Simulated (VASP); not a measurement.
# MgO (Fm-3m) in VASP: notebook

One crystal, MgO, is run at these levels: PBEsol; tasks: relaxation of cell and atoms.

Program: VASP 6.6.1. These are calculated values, not measurements. Logs are shortened: lines on timing, memory, paths and dates and some standing lists are left out, and cuts for length are marked.

### Step 1. The structure

It takes space group Fm-3m (No. 225, cubic). Conventional cell: a = 4.217 Å, b = 4.217 Å, c = 4.217 Å, α = 90.00°, β = 90.00°, γ = 90.00°. Around Mg (site symmetry m-3m) lie 6 O at 2.11 Å. Around O (site symmetry m-3m) lie 6 Mg at 2.11 Å.

### Step 2. Relaxation of cell and atoms, PBEsol

INCAR

```
SYSTEM = MgO
ALGO = Fast ; EDIFF = 1E-7
EDIFFG = -0.002 ; ENCUT = 520
GGA = PS ; IBRION = 2
ISIF = 3 ; ISMEAR = 0
KPAR = 4 ; LASPH = .TRUE.
LCHARG = .FALSE. ; LREAL = .FALSE.
LWAVE = .FALSE. ; NELM = 100
NSW = 80 ; PREC = Accurate
SIGMA = 0.02
```

KPOINTS

```
k-points
0
G
  12 12 12
  0 0 0
```

POSCAR

```
MgO
1.0
    0.0000000000      2.1085000000      2.1085000000
    2.1085000000      0.0000000000      2.1085000000
    2.1085000000      2.1085000000      0.0000000000
Mg O
1 1
Direct
    0.0000000000      0.0000000000      0.0000000000
    0.5000000000      0.5000000000      0.5000000000
```

Potentials or basis: VASP PAW PBE potentials, release 64 (Mg, O).

Run with:

```sh
$ cat potpaw_PBE.64/Mg/POTCAR potpaw_PBE.64/O/POTCAR > POTCAR
$ mpirun -np 4 vasp_std > vasp.out
```

OUTCAR:

```text
SYSTEM = MgO
   EDIFF = 1E-7
   EDIFFG = -0.002
   ENCUT = 520
   GGA = PS
   IBRION = 2
   ISIF = 3
   ISMEAR = 0
   LASPH = .TRUE.
   LREAL = .FALSE.
   NELM = 100
   NSW = 80
   PREC = Accurate

 ion  position               nearest neighbor table
   1  0.000  0.000  0.000-   2 2.11   2 2.11   2 2.11   2 2.11   2 2.11   2 2.11
   2  0.500  0.500  0.500-   1 2.11   1 2.11   1 2.11   1 2.11   1 2.11   1 2.11

  LATTYP: Found a face centered cubic cell.
 ALAT       =     4.2170000000

  Lattice vectors:

 A1 = (   0.0000000000,   2.1085000000,   2.1085000000)
 A2 = (   2.1085000000,   0.0000000000,   2.1085000000)
 A3 = (   2.1085000000,   2.1085000000,   0.0000000000)

Analysis of symmetry for initial positions (statically):
=====================================================================
 Subroutine PRICEL returns:
 Original cell was already a primitive cell.

 Routine SETGRP: Setting up the symmetry group for a
 face centered cubic supercell.

 Subroutine GETGRP returns: Found 48 space group operations
 (whereof 48 operations were pure point group operations)
 out of a pool of 48 trial point group operations.

The static configuration has the point symmetry O_h .

Analysis of symmetry for dynamics (positions and initial velocities):
=====================================================================
 Subroutine PRICEL returns:
 Original cell was already a primitive cell.

 Routine SETGRP: Setting up the symmetry group for a
 face centered cubic supercell.

 Subroutine GETGRP returns: Found 48 space group operations
 (whereof 48 operations were pure point group operations)
 out of a pool of 48 trial point group operations.

The dynamic configuration has the point symmetry O_h .

 Subroutine INISYM returns: Found 48 space group operations
 (whereof 48 operations are pure point group operations),
 and found     1 'primitive' translations

----------------------------------------------------------------------------------------

                                     Primitive cell

  volume of cell :      18.7478

  direct lattice vectors                    reciprocal lattice vectors
     0.000000000  2.108500000  2.108500000    -0.237135404  0.237135404  0.237135404
     2.108500000  0.000000000  2.108500000     0.237135404 -0.237135404  0.237135404
     2.108500000  2.108500000  0.000000000     0.237135404  0.237135404 -0.237135404

  length of vectors
     2.981869296  2.981869296  2.981869296     0.410730569  0.410730569  0.410730569

  position of ions in fractional coordinates (direct lattice)
     0.000000000  0.000000000  0.000000000
     0.500000000  0.500000000  0.500000000

  ion indices of the primitive-cell ions
   primitive index   ion index
                 1           1
                 2           2

----------------------------------------------------------------------------------------

 KPOINTS: k-points

Automatic generation of k-mesh.
 Grid dimensions read from file:
 generate k-points for:   12   12   12

 Generating k-lattice:

  Cartesian coordinates                     Fractional coordinates (reciprocal lattice)
    -0.019761284  0.019761284  0.019761284     0.083333333  0.000000000  0.000000000
     0.019761284 -0.019761284  0.019761284     0.000000000  0.083333333  0.000000000
     0.019761284  0.019761284 -0.019761284     0.000000000  0.000000000  0.083333333

  Length of vectors
     0.034227547  0.034227547  0.034227547

  Shift w.r.t. Gamma in fractional coordinates (k-lattice)
     0.000000000  0.000000000  0.000000000

 Subroutine IBZKPT returns following result:
 ===========================================

 Found     72 irreducible k-points:

 Following reciprocal coordinates:
            Coordinates               Weight
  0.000000  0.000000  0.000000      1.000000
  0.083333  0.000000  0.000000      8.000000
  0.166667  0.000000  0.000000      8.000000
  0.250000  0.000000  0.000000      8.000000
  0.333333  0.000000  0.000000      8.000000
  0.416667  0.000000  0.000000      8.000000
[... 16 lines left out ...]
  0.500000  0.166667  0.000000     24.000000
 -0.416667  0.166667  0.000000     24.000000
 [... further k-points ...]
   k-points           NKPTS =     72   k-points in BZ     NKDIM =     72   number of bands    NBANDS=      8
   number of dos      NEDOS =    301   number of ions     NIONS =      2
   total plane-waves  NPLWV =  13824
   dimension x,y,z NGX =    24 NGY =   24 NGZ =   24
   dimension x,y,z NGXF=    48 NGYF=   48 NGZF=   48
   ions per type =               1   1
   NGX,Y,Z   is equivalent  to a cutoff of  13.38, 13.38, 13.38 a.u.
   NGXF,Y,Z  is equivalent  to a cutoff of  26.76, 26.76, 26.76 a.u.
 SYSTEM =  MgO
   PREC   = accura    normal or accurate (medium, high low for compatibility)
   ISTART =      0    job   : 0-new  1-cont  2-samecut
   ICHARG =      2    charge: 1-file 2-atom 10-const
   ISPIN  =      1    spin polarized calculation?
   LNONCOLLINEAR =      F non collinear calculations
   LSORBIT =      F    spin-orbit coupling
   LASPH  =      T    aspherical Exc in radial PAW
   ENCUT  =  520.0 eV  38.22 Ry    6.18 a.u.   5.54  5.54  5.54*2*pi/ulx,y,z
   NELM   =    100;   NELMIN=  2; NELMDL= -5     # of ELM steps
   EDIFF  = 0.1E-06   stopping-criterion for ELM
   LREAL  =      F    real-space projection
   EDIFFG = -.2E-02   stopping-criterion for IOM
   NSW    =     80    number of steps for IOM
   IBRION =      2    ionic relax: 0-MD 1-quasi-New 2-CG
   NFREE  =      1    steps in history (QN), initial steepest desc. (CG)
   ISIF   =      3    stress and relaxation
   ISYM   =      2    0-nonsym 1-usesym 2-fastsym
   POTIM  = 0.5000    time-step for ionic-motion
   TEBEG  =    0.0;   TEEND  =   0.0 temperature during run
   PSTRESS=    0.0 pullay stress
   NELECT =       8.0000    total number of electrons
   NUPDOWN=      -1.0000    fix difference up-down
   EMIN   =  10.00;   EMAX   =-10.00  energy-range for DOS
   EFERMI =   0.00;   METHOD = LEGACY
   ISMEAR =     0;   SIGMA  =   0.02  broadening in eV -4-tet -1-fermi 0-gaus
   EFERMI_NEDOS =   21; number of points for ismear=-14 and -15
   IALGO  =     68    algorithm
   IMIX   =      4    mixing-type and parameters
     AMIX     =   0.40;   BMIX     =  1.00
     AMIX_MAG =   1.60;   BMIX_MAG =  1.00
  volume/ion in A,a.u.               =       9.37        63.26
  Fermi-wavevector in a.u.,A,eV,Ry     =   1.232503  2.329092 20.668107  1.519063
  Thomas-Fermi vector in A             =   2.367270
   LORBIT       =      0    0 simple, 1 ext, 2 COOP (PROOUT), +10 PAW based schemes
   GGA     = PS    functional components
   LHFCALC =     F    Hartree Fock is set to
   AEXX    =    0.0000 exact exchange contribution
   IVDW    =     0    specifies the selected vdW correction
   LEPSILON=     F    determine dielectric tensor
   LRPA    =     F    only Hartree local field effects (RPA)
 conjugate gradient relaxation of ions
 non-spin polarized calculation
 RMM-DIIS sequential band-by-band and
 Gauss-broadening in eV      SIGMA  =   0.02
  energy-cutoff  :      520.00
  volume of cell :       18.75
 maximum number of plane-waves:       532
 NGX is ok and might be reduce to    24
   NGX = 11   NGY = 11   NGZ = 11

--------------------------------------- Ionic step        1  -------------------------------------------

 number of electron       8.0000005 magnetization

 Free energy of the ion-electron system (eV)
  ---------------------------------------------------
  ext. energy  EPLUGINS =         0.00000000
  ---------------------------------------------------
  free energy    TOTEN  =       -12.51235612 eV

  energy without entropy =      -12.51235612  energy(sigma->0) =      -12.51235612

------------------------ aborting loop because EDIFF is reached ----------------------------------------

  FORCE on cell =-STRESS in cart. coord.  units (eV):
  Direction    XX          YY          ZZ          XY          YZ          ZX
  --------------------------------------------------------------------------------------
  -------------------------------------------------------------------------------------
  Total       -0.0992352     -0.0992352     -0.0992352      0.0000000      0.0000000      0.0000000
  in kB       -8.4805808     -8.4805808     -8.4805808      0.0000000      0.0000000      0.0000000
  external PRESSURE =      -8.4805808 kB  Pullay stress =       0.0000000 kB
[... 57 lines left out ...]
  energy  without entropy=      -12.5125689121  energy(sigma->0) =      -12.51256891

--------------------------------------- Ionic step        3  -------------------------------------------

 number of electron       8.0000005 magnetization

 Free energy of the ion-electron system (eV)
  ---------------------------------------------------
  ext. energy  EPLUGINS =         0.00000000
  ---------------------------------------------------
  free energy    TOTEN  =       -12.51260684 eV

  energy without entropy =      -12.51260684  energy(sigma->0) =      -12.51260684

 E-fermi :   3.2613     XC(G=0): -11.3182

 val. band max:        3.0795868213   @ k =   0.0000   0.0000   0.0000
 cond. band min:       7.7294340808   @ k =   0.0000   0.0000   0.0000
 fundamental gap:      4.6498472595
 Fermi energy:         3.2612996662

 k-point     1 :       0.0000    0.0000    0.0000
  band No.  band energies     occupation
      1     -14.1347      2.00000
      2       3.0796      2.00000
      3       3.0796      2.00000
      4       3.0796      2.00000
      5       7.7294      0.00000
      6      18.7203      0.00000
      7      18.7203      0.00000
      8      18.7203      0.00000
[... 243 lines left out ...]
 k-point    24 :      -0.4167    0.1667    0.0000
  band No.  band energies     occupation
      1     -12.7276      2.00000
      2      -1.2003      2.00000
      3       1.4707      2.00000
      4       2.2842      2.00000
      5      11.9988      0.00000
      6      15.3400      0.00000
      7      17.1697      0.00000
      8      19.9120      0.00000

 [... further k-points ...]
[... 5 lines left out ...]
  --------------------------------------------------------------------------------------
  -------------------------------------------------------------------------------------
  Total       -0.0023880     -0.0023880     -0.0023880      0.0000000     -0.0000000      0.0000000
  in kB       -0.2051232     -0.2051232     -0.2051232      0.0000000     -0.0000000      0.0000000
  external PRESSURE =      -0.2051232 kB  Pullay stress =       0.0000000 kB
[... 17 lines left out ...]
  FREE ENERGIE OF THE ION-ELECTRON SYSTEM (eV)
  ---------------------------------------------------
  free  energy   TOTEN  =       -12.5126068405 eV

  energy  without entropy=      -12.5126068405  energy(sigma->0) =      -12.51260684

 reached required accuracy - stopping structural energy minimisation
```

Wall time 6.1 s (4 MPI ranks of Intel Xeon Platinum 8559C (Emerald Rapids), shared host); peak memory 0.14 GiB.

Results:

```
Free energy                            : -12.5126 eV
Relaxed volume                         : 9.33 Å³/atom
Relaxed cell                           : a = 2.977 Å, b = 2.977 Å, c = 2.977 Å, α = 60.00°, β = 60.00°, γ = 60.00°
Space group after relaxing (to 0.05 Å) : Fm-3m (No. 225)
Energy gained by relaxing              : 0.1 meV/atom
Ionic steps                            : 3
Pressure after relaxing                : 0.0 GPa
Band gap on the k mesh                 : 4.65 eV, direct
```

Step by step:
| step | energy change (eV) | largest force (eV/Å) | pressure (GPa) | volume (Å³) |
| --- | --- | --- | --- | --- |
| 1 | 0.0000 | 0.0000 | -0.85 | 18.75 |
| 2 | -0.0002 | 0.0000 | 0.33 | 18.61 |
| 3 | -0.0003 | 0.0000 | -0.02 | 18.65 |

Final structure:
```
CELL_PARAMETERS angstrom
0.00000 2.10490 2.10490
2.10490 0.00000 2.10490
2.10490 2.10490 0.00000
ATOMIC_POSITIONS crystal
Mg 0.00000 0.00000 0.00000
O 0.50000 0.50000 0.50000
```

Caveat: the PAW data sets were made with another functional, which shifts forces and pressure a little. A k mesh can miss the band edges.

(Part 1 of 2 ends here.)
